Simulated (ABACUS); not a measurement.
# ZnSe (Stilleite) (F-43m) in ABACUS: notebook

Runs on ZnSe (Stilleite). Level: PBEsol. Tasks: single point, relaxation of cell and atoms.

Program: ABACUS 3.10.1. These are calculated values, not measurements. Logs are shortened: lines on timing, memory, paths and dates and some standing lists are left out, and cuts for length are marked.

**The experiment to reproduce.**

From “Alloy Disordering Effects on the Thermal Conductivity and Energy Gap Temperature Dependence of Cd1−xZnxSe Ternary Crystals Grown by the Bridgman Method”, 2023, pmc:10253836, for a bulk crystal of ZnSe at 300 K: band gap 2.695 ± 0.003 eV (an exciton energy, a little under the gap).

How close the calculation comes is told below.

### Step 1. The structure

Symmetry: F-43m, No. 216, cubic system. The conventional cell has a = 5.668 Å, b = 5.668 Å, c = 5.668 Å, α = 90.00°, β = 90.00°, γ = 90.00°. Se (site symmetry -43m) is surrounded by 4 Zn at 2.45 Å. Zn (site symmetry -43m) is surrounded by 4 Se at 2.45 Å.

### Step 2. Single point, PBEsol

INPUT reads:

```
INPUT_PARAMETERS
suffix              ZnSe
calculation         scf
basis_type          pw
pseudo_dir          ./
symmetry            1
dft_functional      pbesol
ecutwfc             87
pseudo_rcut         10
nspin               1
nbands              28
ks_solver           dav
smearing_method     fd
smearing_sigma      0.00367493
scf_thr             1e-08
scf_nmax            100
mixing_type         broyden
mixing_beta         0.7
cal_force           1
cal_stress          1
out_chg             1
kpar                4
```

STRU reads:

```
ATOMIC_SPECIES
Se 78.9710 Se.upf
Zn 65.3800 Zn.upf

LATTICE_CONSTANT
1.8897261246

LATTICE_VECTORS
0.0000000000 2.8338000000 2.8338000000
2.8338000000 0.0000000000 2.8338000000
2.8338000000 2.8338000000 0.0000000000

ATOMIC_POSITIONS
Direct

Se
0.0
1
0.7500000000 0.7500000000 0.7500000000 1 1 1

Zn
0.0
1
0.0000000000 0.0000000000 0.0000000000 1 1 1
```

KPT reads:

```
K_POINTS
0
Gamma
6 6 6 0 0 0
```

Potentials or basis: Ansatz NC PBE, plane waves.

On the command line:

```bash
OMP_NUM_THREADS=1 mpirun -np 4 abacus > log
```

running log:

```text
[... set-up lines left out ...]
 PW ALGORITHM --------------- ION=   1  ELEC=   1--------------------------------

 Notice: Threshold on eigenvalues was too large.
 hsover_error=0.36 > DRHO=0.0764069
 Origin diag ethr = 0.01
 New diag ethr = 0.000212241

 Density error is 0.0784964601421
                          Error Threshold = 0.000212241383421
----------------------------------------------------------
     Energy           Rydberg                 eV
----------------------------------------------------------
 E_KohnSham     -659.6541033358      -8975.0545144476
 E_Harris       -662.6543748123      -9015.8753020756
 E_Fermi        0.6386115737         8.6887562107
----------------------------------------------------------

 PW ALGORITHM --------------- ION=   1  ELEC=   2--------------------------------

 Density error is 0.0212503410067
                          Error Threshold = 0.000218045722617
----------------------------------------------------------
     Energy           Rydberg                 eV
----------------------------------------------------------
 E_KohnSham     -659.6753249842      -8975.3432497868
 E_Harris       -657.3451003851      -8943.6389176191
 E_Fermi        0.6485405148         8.8238463853
----------------------------------------------------------

 PW ALGORITHM --------------- ION=   1  ELEC=   3--------------------------------

 Density error is 0.00052549427957
                          Error Threshold = 5.90287250187e-05
----------------------------------------------------------
     Energy           Rydberg                 eV
----------------------------------------------------------
 E_KohnSham     -659.6803012084      -8975.4109547900
 E_Harris       -659.9643391935      -8979.2754898368
 E_Fermi        0.6500095444         8.8438335581
----------------------------------------------------------

 PW ALGORITHM --------------- ION=   1  ELEC=   4--------------------------------

 Density error is 2.55955183434e-05
                          Error Threshold = 1.45970633214e-06
----------------------------------------------------------
     Energy           Rydberg                 eV
----------------------------------------------------------
 E_KohnSham     -659.6803919207      -8975.4121889953
 E_Harris       -659.6216400545      -8974.6128288456
 E_Fermi        0.6502548721         8.8471714127
----------------------------------------------------------

 PW ALGORITHM --------------- ION=   1  ELEC=   5--------------------------------

 Density error is 1.40423153637e-06
                          Error Threshold = 7.10986620649e-08
----------------------------------------------------------
     Energy           Rydberg                 eV
----------------------------------------------------------
 E_KohnSham     -659.6803964559      -8975.4122506987
 E_Harris       -659.6735490212      -8975.3190865707
 E_Fermi        0.6510242123         8.8576388239
----------------------------------------------------------

 PW ALGORITHM --------------- ION=   1  ELEC=   6--------------------------------

 Density error is 4.69618597817e-08
                          Error Threshold = 3.9006431566e-09
----------------------------------------------------------
     Energy           Rydberg                 eV
----------------------------------------------------------
 E_KohnSham     -659.6803967135      -8975.4122542045
 E_Harris       -659.6800974141      -8975.4081820269
 E_Fermi        0.6511769992         8.8597175959
----------------------------------------------------------

 PW ALGORITHM --------------- ION=   1  ELEC=   7--------------------------------

 Density error is 4.82380207388e-09
                          Error Threshold = 1.30449610505e-10
----------------------------------------------------------
     Energy           Rydberg                 eV
----------------------------------------------------------
 E_KohnSham     -659.6803967331      -8975.4122544704
 E_KS(sigma->0) -659.6803967255      -8975.4122543667
 E_Harris       -659.6799329313      -8975.4059441230
 E_band         -73.3770209397       -998.3455870455
 E_one_elec     -487.8807533664      -6637.9581903156
 E_Hartree      249.3313275350       3392.3267443798
 E_xc           -92.3878411970       -1257.0010661990
 E_Ewald        -328.7431296894      -4472.7797421283
 E_entropy(-TS) -0.0000000152        -0.0000002073
 E_descf        0.0000000000         0.0000000000
 E_exx          0.0000000000         0.0000000000
 E_Fermi        0.6511975346         8.8599969935
----------------------------------------------------------

 charge density convergence is achieved
 final etot is -8975.4122545 eV
 EFERMI = 8.8599969935 eV

 STATE ENERGY(eV) AND OCCUPATIONS    NSPIN == 1
 1/4 kpoint (Cartesian) = 0.0000 0.0000 0.0000 (4279 pws)
       1       -116.905     0.00925926
       2       -71.0280     0.00925926
       3       -71.0280     0.00925926
       4       -71.0280     0.00925926
       5       -38.4622     0.00925926
       6       -38.4622     0.00925926
[... 20 lines left out ...]
      27        21.1723        0.00000
      28        21.1723        0.00000

 2/4 kpoint (Cartesian) = 0.029407 0.029407 0.029407 (4228 pws)
       1       -116.905      0.0740741
       2       -71.0280      0.0740741
       3       -71.0280      0.0740741
       4       -71.0280      0.0740741
       5       -38.4622      0.0740741
       6       -38.4621      0.0740741
[... 20 lines left out ...]
      27        23.4786        0.00000
      28        23.4786        0.00000

 3/4 kpoint (Cartesian) = 0.058814 0.058814 0.058814 (4206 pws)
       1       -116.905      0.0740741
       2       -71.0281      0.0740741
       3       -71.0280      0.0740741
       4       -71.0280      0.0740741
       5       -38.4622      0.0740741
       6       -38.4621      0.0740741
[... 20 lines left out ...]
      27        25.8848        0.00000
      28        25.8848        0.00000

 4/4 kpoint (Cartesian) = 0.088221 0.088221 0.088221 (4236 pws)
       1       -116.905      0.0370370
       2       -71.0281      0.0370370
       3       -71.0280      0.0370370
       4       -71.0280      0.0370370
       5       -38.4622      0.0370370
       6       -38.4620      0.0370370
[... 20 lines left out ...]
      27        22.7364        0.00000
      28        22.7364        0.00000

------------------------------------------------------------------------------------------
 TOTAL-FORCE (eV/Angstrom)
------------------------------------------------------------------------------------------
                       Se1         0.0000000000         0.0000000000         0.0000000000
                       Zn1         0.0000000000         0.0000000000         0.0000000000
------------------------------------------------------------------------------------------

----------------------------------------------------------------
 TOTAL-STRESS (KBAR)
----------------------------------------------------------------
       -13.5003170584        -0.0000000000        -0.0000000000
        -0.0000000000       -13.5003170584         0.0000000000
        -0.0000000000         0.0000000000       -13.5003170584
----------------------------------------------------------------
 TOTAL-PRESSURE: -13.500317 KBAR

 --------------------------------------------
 !FINAL_ETOT_IS -8975.4122544703841413 eV
 --------------------------------------------
```

Run time: 6.8 s. Hardware: 4 MPI ranks of Intel Xeon 6975P-C (Granite Rapids), shared host; peak memory 0.44 GiB.

What came out:

- Free energy: -8975.4123 eV
- Pressure: -1.4 GPa
- Band gap on the k mesh: 1.15 eV, direct

Levels at points of the mesh, in eV from the valence-band top:
```csv
k point,band 14,band 15,band 16,band 17,band 18,band 19,band 20,band 21,band 22,band 23
"(0.00, 0.00, 0.00)",-6.10,-6.10,0.00,0.00,0.00,1.15,5.75,5.75,5.75,9.74
"(0.50, 0.50, 0.50)",-6.08,-5.95,-5.28,-0.88,-0.88,2.44,6.33,6.33,8.40,10.80
"(0.50, 0.50, 0.00)",-6.05,-5.93,-4.77,-2.21,-2.21,2.86,3.38,10.58,11.17,11.17
```

Caveat: the potentials were made for another functional, which shifts forces and pressure.

### Step 3. Relaxation of cell and atoms, PBEsol

run_abacus.py reads:

```python
"""Relaxation by an ASE optimiser with ABACUS as a small file-based calculator."""
import re
import subprocess
import spglib
from ase import Atoms
import numpy as np
from ase.calculators.calculator import Calculator, all_changes
from ase.filters import FrechetCellFilter
from ase.io import read
from ase.optimize import BFGS
from ase.stress import full_3x3_to_voigt_6_stress
from ase.units import Bohr, GPa

atoms = read("ZnSe.cif")
cell, frac, numbers = spglib.standardize_cell((atoms.cell[:], atoms.get_scaled_positions(), atoms.numbers), to_primitive=True, symprec=1e-4)
atoms = Atoms(numbers=numbers, cell=cell, scaled_positions=frac, pbc=True)  # the primitive cell
atoms = atoms[(-atoms.numbers).argsort(kind="stable")]  # ABACUS lists atoms element by element
pseudo = {'Se': 'Se.upf', 'Zn': 'Zn.upf'}
orbital = {}
magmoms = None
kmesh = [6, 6, 6]
params = {
    'suffix': 'ZnSe',
    'calculation': 'scf',
    'basis_type': 'pw',
    'pseudo_dir': './',
    'symmetry': 1,
    'dft_functional': 'pbesol',
    'ecutwfc': 87,
    'pseudo_rcut': 10,
    'nspin': 1,
    'nbands': 22,
    'ks_solver': 'dav',
    'smearing_method': 'fd',
    'smearing_sigma': 0.00367493,
    'scf_thr': 1e-08,
    'scf_nmax': 100,
    'mixing_type': 'broyden',
    'mixing_beta': 0.7,
    'cal_force': 1,
    'cal_stress': 1,
    'kpar': 4,
}

def write_input(atoms):
    symbols = atoms.get_chemical_symbols()
    elements = list(dict.fromkeys(symbols))
    lines = ["ATOMIC_SPECIES"] + [f"{e} {atoms.get_masses()[symbols.index(e)]:.4f} {pseudo[e]}" for e in elements]
    if orbital:
        lines += ["", "NUMERICAL_ORBITAL"] + [orbital[e] for e in elements]
    lines += ["", "LATTICE_CONSTANT", f"{1 / Bohr:.10f}", "", "LATTICE_VECTORS"]
    lines += [" ".join(f"{x:.10f}" for x in v) for v in atoms.cell]
    lines += ["", "ATOMIC_POSITIONS", "Direct"]
    for e in elements:
        lines += ["", e, "0.0", str(symbols.count(e))]
        for i, p in enumerate(atoms.get_scaled_positions(wrap=False)):
            if symbols[i] == e:
                mag = "" if magmoms is None else " mag " + " ".join(str(x) for x in (magmoms[i] if isinstance(magmoms[i], list) else [magmoms[i]]))
                lines.append(" ".join(f"{x:.10f}" for x in p) + " 1 1 1" + mag)
    open("STRU", "w").write("\n".join(lines) + "\n")
    open("KPT", "w").write("K_POINTS\n0\nGamma\n%d %d %d 0 0 0\n" % tuple(kmesh))
    open("INPUT", "w").write("INPUT_PARAMETERS\n" + "".join(f"{k:<20s}{v}\n" for k, v in params.items()))

class Abacus(Calculator):
    implemented_properties = ["energy", "free_energy", "forces", "stress"]

    def calculate(self, atoms=None, properties=("energy",), system_changes=all_changes):
        super().calculate(atoms, properties, system_changes)
        write_input(self.atoms)
        subprocess.run(['mpirun', '-np', '4', 'abacus'], check=True)
        log = open("OUT.ZnSe/running_scf.log").read()
        if "charge density convergence is achieved" not in log:
            raise RuntimeError("SCF not converged")
        rows = lambda title, n: np.array([l.split()[-3:] for l in log.split(title)[-1].split("\n")[2:2 + n]], float)
        energy = float(re.findall(r"FINAL_ETOT_IS (\S+)", log)[-1])
        stress = -rows("TOTAL-STRESS", 3) / 10 * GPa  # ABACUS prints kbar, compression positive
        self.results = dict(energy=energy, free_energy=energy, forces=rows("TOTAL-FORCE", len(self.atoms)), stress=full_3x3_to_voigt_6_stress(stress))

atoms.calc = Abacus()
opt = BFGS(FrechetCellFilter(atoms), logfile="opt.log", trajectory="relax.traj")
print("optimiser converged:", opt.run(fmax=0.02, steps=60))
```

ZnSe.cif reads:

```cif
data_ZnSe
_cell_length_a 5.66760000
_cell_length_b 5.66760000
_cell_length_c 5.66760000
_cell_angle_alpha 90.00000000
_cell_angle_beta 90.00000000
_cell_angle_gamma 90.00000000
_space_group_name_H-M_alt 'F-43m'
_space_group_name_Hall 'F -4 2 3'
_space_group_IT_number 216
loop_
_space_group_symop_operation_xyz
'x,y,z'
'y,-x,-z'
'-x,-y,z'
'-y,x,-z'
'x,-y,-z'
'y,x,z'
'-x,y,-z'
'-y,-x,z'
'z,x,y'
'-z,y,-x'
'z,-x,-y'
'-z,-y,x'
'-z,x,-y'
'z,y,x'
'-z,-x,y'
'z,-y,-x'
'y,z,x'
'-x,-z,y'
'-y,z,-x'
'x,-z,-y'
'-y,-z,x'
'x,z,y'
'y,-z,-x'
'-x,z,-y'
'x,y+1/2,z+1/2'
'y,-x+1/2,-z+1/2'
'-x,-y+1/2,z+1/2'
'-y,x+1/2,-z+1/2'
'x,-y+1/2,-z+1/2'
'y,x+1/2,z+1/2'
'-x,y+1/2,-z+1/2'
'-y,-x+1/2,z+1/2'
'z,x+1/2,y+1/2'
'-z,y+1/2,-x+1/2'
'z,-x+1/2,-y+1/2'
'-z,-y+1/2,x+1/2'
'-z,x+1/2,-y+1/2'
'z,y+1/2,x+1/2'
'-z,-x+1/2,y+1/2'
'z,-y+1/2,-x+1/2'
'y,z+1/2,x+1/2'
'-x,-z+1/2,y+1/2'
'-y,z+1/2,-x+1/2'
'x,-z+1/2,-y+1/2'
'-y,-z+1/2,x+1/2'
'x,z+1/2,y+1/2'
'y,-z+1/2,-x+1/2'
'-x,z+1/2,-y+1/2'
'x+1/2,y,z+1/2'
'y+1/2,-x,-z+1/2'
'-x+1/2,-y,z+1/2'
'-y+1/2,x,-z+1/2'
'x+1/2,-y,-z+1/2'
'y+1/2,x,z+1/2'
'-x+1/2,y,-z+1/2'
'-y+1/2,-x,z+1/2'
'z+1/2,x,y+1/2'
'-z+1/2,y,-x+1/2'
'z+1/2,-x,-y+1/2'
'-z+1/2,-y,x+1/2'
'-z+1/2,x,-y+1/2'
'z+1/2,y,x+1/2'
'-z+1/2,-x,y+1/2'
'z+1/2,-y,-x+1/2'
'y+1/2,z,x+1/2'
'-x+1/2,-z,y+1/2'
'-y+1/2,z,-x+1/2'
'x+1/2,-z,-y+1/2'
'-y+1/2,-z,x+1/2'
'x+1/2,z,y+1/2'
'y+1/2,-z,-x+1/2'
'-x+1/2,z,-y+1/2'
'x+1/2,y+1/2,z'
'y+1/2,-x+1/2,-z'
'-x+1/2,-y+1/2,z'
'-y+1/2,x+1/2,-z'
'x+1/2,-y+1/2,-z'
'y+1/2,x+1/2,z'
'-x+1/2,y+1/2,-z'
'-y+1/2,-x+1/2,z'
'z+1/2,x+1/2,y'
'-z+1/2,y+1/2,-x'
'z+1/2,-x+1/2,-y'
'-z+1/2,-y+1/2,x'
'-z+1/2,x+1/2,-y'
'z+1/2,y+1/2,x'
'-z+1/2,-x+1/2,y'
'z+1/2,-y+1/2,-x'
'y+1/2,z+1/2,x'
'-x+1/2,-z+1/2,y'
'-y+1/2,z+1/2,-x'
'x+1/2,-z+1/2,-y'
'-y+1/2,-z+1/2,x'
'x+1/2,z+1/2,y'
'y+1/2,-z+1/2,-x'
'-x+1/2,z+1/2,-y'
loop_
_atom_site_label
_atom_site_type_symbol
_atom_site_symmetry_multiplicity
_atom_site_Wyckoff_symbol
_atom_site_fract_x
_atom_site_fract_y
_atom_site_fract_z
_atom_site_occupancy
Se1 Se 4 c 0.2500000000 0.2500000000 0.2500000000 1
Zn1 Zn 4 a 0.0000000000 0.0000000000 0.0000000000 1
```

Potentials or basis: Ansatz NC PBE, plane waves.

On the command line:

```bash
OMP_NUM_THREADS=1 python run_abacus.py > log
```

Wall time 16 s (4 MPI ranks of Intel Xeon 6975P-C (Granite Rapids), shared host); peak memory 0.44 GiB.

Results (log left out):

```
Free energy                            : -8975.4164 eV
Relaxed volume                         : 22.26 Å³/atom
Relaxed cell                           : a = 3.978 Å, b = 3.978 Å, c = 3.978 Å, α = 60.00°, β = 60.00°, γ = 60.00°
Space group after relaxing (to 0.05 Å) : F-43m (No. 216)
Energy gained by relaxing              : 2.1 meV/atom
Ionic steps                            : 3
Pressure after relaxing                : 0.0 GPa
Band gap on the k mesh                 : 1.24 eV, direct
```

Step by step:
| step | energy change (eV) | largest force (eV/Å) | pressure (GPa) | volume (Å³) |
| --- | --- | --- | --- | --- |
| 1 | 0.0000 | 0.0000 | -1.35 | 45.51 |
| 2 | -0.0014 | 0.0000 | -1.10 | 45.33 |
| 3 | -0.0041 | 0.0000 | 0.03 | 44.52 |

Final structure:
```
Se Zn
1.0
     0.00000    2.81300    2.81300
     2.81300    0.00000    2.81300
     2.81300    2.81300    0.00000
Se Zn
1 1
Direct
  0.25000 0.25000 0.25000
  0.00000 0.00000 0.00000
```

Levels at points of the mesh, in eV from the valence-band top:
```csv
k point,band 14,band 15,band 16,band 17,band 18,band 19,band 20,band 21
"(0.00, 0.00, 0.00)",-6.16,-6.16,0.00,0.00,0.00,1.24,5.74,5.74
"(0.50, 0.50, 0.50)",-6.14,-6.00,-5.43,-0.91,-0.91,2.48,6.32,6.32
"(0.50, 0.50, 0.00)",-6.11,-5.98,-4.87,-2.29,-2.29,2.81,3.38,10.74
```

Caveat: the potentials were made for another functional, which shifts forces and pressure. A hybrid or GW would open this gap; PBEsol tends to underestimate it.

### Step 4. Comparison with measurements

Step 2. A measured gap of ZnSe is 2.695 eV (an exciton energy, a little under the gap; 300 K; “Alloy Disordering Effects on the Thermal Conductivity and Energy Gap Temperature Dependence of Cd1−xZnxSe Ternary Crystals Grown by the Bridgman Method”, 2023, pmc:10253836); the calculated 1.15 eV misses it by -1.54 eV. So large a miss can be the level of theory's own, or it may mean another phase, state or a wrong row. Spin-orbit coupling on Se is left out. The value is that of PBEsol, without temperature or zero-point motion. Semilocal functionals fall short of measured gaps as a rule.
